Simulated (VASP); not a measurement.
CuI: single point with r2SCAN

The system is CuI.

```
CELL_PARAMETERS angstrom
4.23153 0.00000 0.00000
-2.11576 3.66461 0.00000
0.00000 0.00000 6.46498
ATOMIC_POSITIONS crystal
Cu 0.00000 0.00000 0.00000
Cu 0.00000 0.00000 0.50000
I 0.33333 0.66667 0.25000
I 0.66667 0.33333 0.75000
```

The cell was built by a generator and needn't be a form met in nature.

The cell isn't the ideal one: hydrostatic strain +2.0%.

| Item | Value |
| --- | --- |
| Program | VASP 6.6.1 |
| Task | single point |
| Functional | r2SCAN |
| Potentials or basis | VASP PAW PBE potentials, release 64 (Cu, I) |
| Cutoff | 520 eV |
| k mesh | 12 × 12 × 4 |
| Occupations | gaussian, width 0.01 eV |
| Spin | no spin polarisation |
| Dipole correction | no |
| Further INCAR settings | ALGO = Normal; EDIFF = 1e-06; NBANDS = 26 |

| Property | Result |
| --- | --- |
| Pressure | -2.7 GPa |
| Band gap on the k mesh | 0.94 eV, indirect (least direct gap 1.08 eV) |

Levels at points of the mesh, in eV from the valence-band top:
| k point | band 14 | band 15 | band 16 | band 17 | band 18 | band 19 | band 20 | band 21 | band 22 | band 23 |
| --- | --- | --- | --- | --- | --- | --- | --- | --- | --- | --- |
| (0.00, 0.00, 0.00) | -1.38 | -1.38 | -1.00 | -0.06 | -0.06 | 1.02 | 2.90 | 5.41 | 5.41 | 6.78 |
| (0.50, 0.00, 0.00) | -1.36 | -1.31 | -1.25 | -0.56 | 0.00 | 2.24 | 2.82 | 3.59 | 4.88 | 7.50 |
| (0.00, 0.00, 0.50) | -1.48 | -0.54 | -0.54 | -0.54 | -0.54 | 2.84 | 2.84 | 5.59 | 5.59 | 5.59 |
| (0.50, 0.00, 0.50) | -1.41 | -0.91 | -0.91 | -0.71 | -0.71 | 1.90 | 1.90 | 5.15 | 5.15 | 7.26 |

It took 18 min on 1 thread of AMD EPYC 7R43 64-Core Processor (Zen 3) (shared host), peak memory 0.27 GiB.

Caveat: the PAW data sets were made with another functional, which shifts forces and pressure a little; spin-orbit coupling is left out, which moves the levels of the heavy elements. A k mesh can miss the band edges.
